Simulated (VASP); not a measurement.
A run of VASP 6.6.1:

Contents of INCAR:

```
PREC     = Accurate       # precision mode
ENCUT    = 600            # plane-wave cutoff, eV
EDIFF    = 1E-7           # SCF threshold, eV
ISMEAR   = -1             # smearing method
SIGMA    = 0.05           # smearing width, eV
LREAL    = F              # projectors in reciprocal space
LASPH    = T              # aspherical terms in the spheres
NELM     = 100            # most SCF steps
ALGO     = Fast           # electronic algorithm
ISIF     = 3              # what is computed and relaxed
LWAVE    = F              # write WAVECAR
LCHARG   = F              # write CHGCAR
IBRION   = 2              # ionic algorithm
NSW      = 60             # ionic steps
EDIFFG   = -0.005         # ionic threshold
```

Contents of KPOINTS:

```
Automatic mesh
0
Gamma
  8 8 8
```

Contents of POSCAR:

```
ZrB2
1.0
    3.1700000000      0.0000000000      0.0000000000
   -1.5850000000      2.7453005300      0.0000000000
    0.0000000000      0.0000000000      3.5330000000
Zr B
1 2
Direct
    0.0000000000      0.0000000000      0.0000000000
    0.6666666667      0.3333333333      0.5000000000
    0.3333333333      0.6666666667      0.5000000000
```

Potentials or basis: VASP PAW LDA potentials, release 64 (Zr_sv, B).

The run is started by

```bash
$ cat potpaw_LDA.64/Zr_sv/POTCAR potpaw_LDA.64/B/POTCAR > POTCAR
$ mpirun -np 1 vasp_std > vasp.out
```

Hardware: 1 thread of Intel(R) Xeon(R) Platinum 8488C (Sapphire Rapids), with other jobs on the host.

How long does it take, and how much memory?

Wall time 120 s on 1 thread of Intel(R) Xeon(R) Platinum 8488C (Sapphire Rapids), on a shared host, peak memory 0.16 GiB. Counts: scf iterations 104, k points 50, ion steps 8.
